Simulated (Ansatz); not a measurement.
# Residual resistivity of an alloy: Nb(100) with 4 layers of random Nb-Ti, 2x2, part 2 of 2

Wanted: resistance against the alloy's length, first Nb(100) with 4 layers of random Nb-Ti, 2x2.

Ansatz 0.2.0; Ansatz plane-wave DFT, PBE, PAW files; ballistic transport by layer matching (Landauer), zero bias; PAW set soft_1.

So far. Step 3 (With 8 alloy layers): Over the solved energies the transmission per spin lies between 6.42 and 6.75, out of 10.7 channels of the lead on average (up to 11.4).

## 4. With 12 alloy layers

In 12 layers a share of 0.25 of the sites is given to Ti at random. A fresh draw is used; the growth of the resistance with length is what counts.

System of this step: Nb(100) with 12 layers of random Nb-Ti, 2x2. The cell holds 88 atoms: 76 Nb and 12 Ti. Cell: a = 6.613 Å, b = 6.613 Å, c = 36.369 Å, α = 90.0°, β = 90.0°, γ = 90.0°. It derives from Nb. Regions: lead, 40 atoms (40 Nb); scattering region, 48 atoms (36 Nb and 12 Ti). The structure is stacked along c, and the current runs across the ab planes.

File input.yaml:

```yaml
crystal:
  lattice:
    - [6.6126, 0.0, 0.0]
    - [0.0, 6.6126, 0.0]
    - [0.0, 0.0, 36.3693]
  atoms:
    - { symbol: Nb, position: [0.0, 0.0, 0.0227272727] }
    - { symbol: Nb, position: [0.0, 0.5, 0.0227272727] }
    - { symbol: Nb, position: [0.5, 0.0, 0.0227272727] }
    - { symbol: Nb, position: [0.5, 0.5, 0.0227272727] }
    - { symbol: Nb, position: [0.25, 0.25, 0.0681818182] }
    - { symbol: Nb, position: [0.25, 0.75, 0.0681818182] }
    - { symbol: Nb, position: [0.75, 0.25, 0.0681818182] }
    - { symbol: Nb, position: [0.75, 0.75, 0.0681818182] }
    - { symbol: Nb, position: [0.0, 0.0, 0.1136363636] }
    - { symbol: Nb, position: [0.0, 0.5, 0.1136363636] }
    - { symbol: Nb, position: [0.5, 0.0, 0.1136363636] }
    - { symbol: Nb, position: [0.5, 0.5, 0.1136363636] }
    - { symbol: Nb, position: [0.25, 0.25, 0.1590909091] }
    - { symbol: Nb, position: [0.25, 0.75, 0.1590909091] }
    - { symbol: Nb, position: [0.75, 0.25, 0.1590909091] }
    - { symbol: Nb, position: [0.75, 0.75, 0.1590909091] }
    - { symbol: Nb, position: [0.0, 0.0, 0.2045454545] }
    - { symbol: Nb, position: [0.0, 0.5, 0.2045454545] }
    - { symbol: Nb, position: [0.5, 0.0, 0.2045454545] }
    - { symbol: Nb, position: [0.5, 0.5, 0.2045454545] }
    - { symbol: Nb, position: [0.25, 0.25, 0.25] }
    - { symbol: Nb, position: [0.25, 0.75, 0.25] }
    - { symbol: Nb, position: [0.75, 0.25, 0.25] }
    - { symbol: Nb, position: [0.75, 0.75, 0.25] }
    - { symbol: Nb, position: [0.0, 0.0, 0.2954545455] }
    - { symbol: Nb, position: [0.0, 0.5, 0.2954545455] }
    - { symbol: Ti, position: [0.5, 0.0, 0.2954545455] }
    - { symbol: Nb, position: [0.5, 0.5, 0.2954545455] }
    - { symbol: Ti, position: [0.25, 0.25, 0.3409090909] }
    - { symbol: Ti, position: [0.25, 0.75, 0.3409090909] }
    - { symbol: Nb, position: [0.75, 0.25, 0.3409090909] }
    - { symbol: Nb, position: [0.75, 0.75, 0.3409090909] }
    - { symbol: Nb, position: [0.0, 0.0, 0.3863636364] }
    - { symbol: Ti, position: [0.0, 0.5, 0.3863636364] }
    - { symbol: Nb, position: [0.5, 0.0, 0.3863636364] }
    - { symbol: Nb, position: [0.5, 0.5, 0.3863636364] }
    - { symbol: Ti, position: [0.25, 0.25, 0.4318181818] }
    - { symbol: Nb, position: [0.25, 0.75, 0.4318181818] }
    - { symbol: Ti, position: [0.75, 0.25, 0.4318181818] }
    - { symbol: Nb, position: [0.75, 0.75, 0.4318181818] }
    - { symbol: Nb, position: [0.0, 0.0, 0.4772727273] }
    - { symbol: Nb, position: [0.0, 0.5, 0.4772727273] }
    - { symbol: Ti, position: [0.5, 0.0, 0.4772727273] }
    - { symbol: Nb, position: [0.5, 0.5, 0.4772727273] }
    - { symbol: Nb, position: [0.25, 0.25, 0.5227272727] }
    - { symbol: Nb, position: [0.25, 0.75, 0.5227272727] }
    - { symbol: Nb, position: [0.75, 0.25, 0.5227272727] }
    - { symbol: Nb, position: [0.75, 0.75, 0.5227272727] }
    - { symbol: Nb, position: [0.0, 0.0, 0.5681818182] }
    - { symbol: Nb, position: [0.0, 0.5, 0.5681818182] }
    - { symbol: Nb, position: [0.5, 0.0, 0.5681818182] }
    - { symbol: Nb, position: [0.5, 0.5, 0.5681818182] }
    - { symbol: Ti, position: [0.25, 0.25, 0.6136363636] }
    - { symbol: Nb, position: [0.25, 0.75, 0.6136363636] }
    - { symbol: Ti, position: [0.75, 0.25, 0.6136363636] }
    - { symbol: Nb, position: [0.75, 0.75, 0.6136363636] }
    - { symbol: Nb, position: [0.0, 0.0, 0.6590909091] }
    - { symbol: Ti, position: [0.0, 0.5, 0.6590909091] }
    - { symbol: Nb, position: [0.5, 0.0, 0.6590909091] }
    - { symbol: Ti, position: [0.5, 0.5, 0.6590909091] }
    - { symbol: Nb, position: [0.25, 0.25, 0.7045454545] }
    - { symbol: Nb, position: [0.25, 0.75, 0.7045454545] }
    - { symbol: Nb, position: [0.75, 0.25, 0.7045454545] }
    - { symbol: Ti, position: [0.75, 0.75, 0.7045454545] }
    - { symbol: Nb, position: [0.0, 0.0, 0.75] }
    - { symbol: Nb, position: [0.0, 0.5, 0.75] }
    - { symbol: Nb, position: [0.5, 0.0, 0.75] }
    - { symbol: Nb, position: [0.5, 0.5, 0.75] }
    - { symbol: Nb, position: [0.25, 0.25, 0.7954545455] }
    - { symbol: Nb, position: [0.25, 0.75, 0.7954545455] }
    - { symbol: Nb, position: [0.75, 0.25, 0.7954545455] }
    - { symbol: Nb, position: [0.75, 0.75, 0.7954545455] }
    - { symbol: Nb, position: [0.0, 0.0, 0.8409090909] }
    - { symbol: Nb, position: [0.0, 0.5, 0.8409090909] }
    - { symbol: Nb, position: [0.5, 0.0, 0.8409090909] }
    - { symbol: Nb, position: [0.5, 0.5, 0.8409090909] }
    - { symbol: Nb, position: [0.25, 0.25, 0.8863636364] }
    - { symbol: Nb, position: [0.25, 0.75, 0.8863636364] }
    - { symbol: Nb, position: [0.75, 0.25, 0.8863636364] }
    - { symbol: Nb, position: [0.75, 0.75, 0.8863636364] }
    - { symbol: Nb, position: [0.0, 0.0, 0.9318181818] }
    - { symbol: Nb, position: [0.0, 0.5, 0.9318181818] }
    - { symbol: Nb, position: [0.5, 0.0, 0.9318181818] }
    - { symbol: Nb, position: [0.5, 0.5, 0.9318181818] }
    - { symbol: Nb, position: [0.25, 0.25, 0.9772727273] }
    - { symbol: Nb, position: [0.25, 0.75, 0.9772727273] }
    - { symbol: Nb, position: [0.75, 0.25, 0.9772727273] }
    - { symbol: Nb, position: [0.75, 0.75, 0.9772727273] }
kpoints:
  mp_grid: { grid: [4, 4, 1] }
hamiltonian:
  xc: pbe
  pseudopotentials: { kind: paw, azcp: { folder: soft_1 } }
scf:
  occupations: { method: fermi_dirac, width: 0.1 }
output:
  transmission: { leads: [[0, 4]], kmesh: [8, 8], e_range: [-0.05, 0.05], de: 0.05 }
  write_potential: true
  write_density: true
  volumetric_format: npy
```

Launch:

```console
ansatz run input.yaml --threads 4 --pin off --max-ram 15360MiB --backend cpu --events-out ev --progress --plain --runs-dir out
```

Numbers of over 12 decimals in the logs are rounded to 6 here.

What it wrote:

```text
[...]
Crystal: 88 atoms, lattice volume = 1590.301 Å³
Basis set: ecut = 420 eV, 31009 PW (Γ)
Bands: 680, of which v1, the nominal top of the filled ones, is band 566 counted from 1 (565 counted from 0)
Symmetry: 1 space group operations
[...]
k-points: 10 of 16 (time reversal used)
[...]
SCF iter   1: F=—  HF=-376097.414562 eV  |F-HF|=—  |Δ(HF+E_count)|=         —  Δρ=1.41e-1  dr2=2.37e4  ethr=3.10e-3  ⟨swp⟩=6.8  Hψ=25406  notcnv=0
[...]
SCF iter  12: F=-375973.162078 eV  HF=-375973.162078 eV  |F-HF|=1.05e-8  |Δ(HF+E_count)|=   3.96e-9  Δρ=2.05e-7  dr2=1.09e-8  ethr=8.83e-12  ⟨swp⟩=10.7  Hψ=22304  notcnv=0
SCF 1 converged in 12 iterations: F = -375973.162078 eV  dr2 = 1.09e-8
[...]
transmission: 228 of 2278 steps passed
transmission: 456 of 2278 steps passed
[...]
transmission: 2278 of 2278 steps passed
SCF converged after 12 iterations
Free energy (F): -375973.162078 eV
[...]
Internal energy: -375968.504534 eV  (E = F + TS)
E sigma→0 (E₀):  -375970.833306 eV
Entropy (-TS):   -4.657543 eV (-52.927 meV/atom)
Fermi energy:    17.019384 eV
[...]
--- Band table (eV; the first three rows and the last of 10) ---
  k-point 0: bands = [... 562 lower, 17.5050, 17.5090, 17.5170, 17.5430, 17.5497, 17.5688, 17.5738, 17.5777, ... 110 higher]
  k-point 1: bands = [... 562 lower, 17.2464, 17.2565, 17.2738, 17.2918, 17.2996, 17.3179, 17.3481, 17.3668, ... 110 higher]
  k-point 2: bands = [... 562 lower, 16.9852, 16.9954, 17.0038, 17.0108, 17.0137, 17.0223, 17.0272, 17.0324, ... 110 higher]
  k-point 9: bands = [... 562 lower, 16.4449, 16.4474, 16.4669, 16.4809, 16.4861, 16.4977, 16.5044, 16.5260, ... 110 higher]
--- Transmission ---
  basis      : 385 plane waves across, 67 finite elements along
  points     : 34, standing for a mesh of 8 x 8
[...]
channels       : 1.060938e1 a spin
[...]
junction   : crystal 0 to crystal 0, 0.70 to 35.41 Å
    transmission   : 5.830881e0 a spin
[...]
```

It took 33 min on 4 threads of Intel Xeon Platinum 8175M at 2.50GHz (Skylake/Cascade Lake), shared host; peak memory 8.9 GiB; 1.9 h of CPU time.

This step gave:

| Item | Value |
| --- | --- |
| free energy | -375973.1621 eV |
| energy at zero smearing | -375970.8333 eV |
| Fermi energy | 17.02 eV |
| transmission per spin nearest the Fermi level | 5.831 |
| step of the lead's potential | 1.1 meV |

Per spin. The transmission, zone mean by energy, zero at the Fermi level:

| energy (eV) | transmission, zone mean |
| --- | --- |
| -0.0500 | 5.96 |
| 0.0000 | 5.83 |
| 0.0500 | 5.82 |

Over the solved energies the transmission per spin lies between 5.82 and 5.96, out of 10.7 channels of the lead on average (up to 11.4).

## 5. Resistance against length

This step: Ansatz plane-wave DFT, PBE, PAW files; ballistic transport by layer matching (Landauer), zero bias; residual resistivity from the slope of the area resistance, atoms on the host's lattice; PAW set soft_1 (Ansatz 0.2.0).

This step gave:

| Item | Value |
| --- | --- |
| resistivity | 19.84 µΩ cm |
| intercept | 0.05289 fΩ m² |
| scatter about the fit | 0.01530 fΩ m² |

Resistance, by row:

| run | length (Å) | T | channels N | RA (fΩ m²) |
| --- | --- | --- | --- | --- |
| n4 | 6.613 | 8.073 | 10.73 | 0.1733 |
| n8 | 13.23 | 6.542 | 10.73 | 0.337 |
| n12 | 19.84 | 5.87 | 10.73 | 0.4357 |

Table of area resistance by length of the alloy:

| length of the alloy (Å) | area resistance (fΩ m²) |
| --- | --- |
| 6.61 | 0.173 |
| 13.23 | 0.337 |
| 19.84 | 0.436 |

The area resistance goes from 0.17 to 0.44 fΩ m² between 6.6 and 19.8 Å, a slope of 20 µΩ cm.

By hand from the end points: (0.4357 − 0.1733) fΩ m² / (19.84 − 6.61) Å = 20 µΩ cm, since 1 fΩ m² per Å is 1000 µΩ cm.

## 6. Outcome

```
resistivity from the slope  : 19.8 µΩ cm
area resistance over 6.61 Å : 0.173 fΩ m²
area resistance over 13.2 Å : 0.337 fΩ m²
area resistance over 19.8 Å : 0.436 fΩ m²
```

What this shows: The slope gives 20 µΩ cm. The points scatter by 0.015 fΩ m² about the line, with one random draw a length in a 2x2 cell, so the slope is a rough value. Read with a model of isotropic scattering on a spherical Fermi surface and the lead's 1.9×10¹⁵ S/m², this slope means a mean free path near 21 Å; over these lengths the model's slope is 1.04 times its bulk resistivity, which would be 19 µΩ cm. The atoms sit on the host's lattice, so scattering by size misfit is left out.

[Logs are printed without paths, hosts, clocks, repeated set-up lines and the standing remarks that a program may print on its own settings, such as how far it seeks lower states.]

[Hosts, paths, dates, database ids (printed as entryN), source tags and the programs' standing remarks are cut or masked in the printed files.]
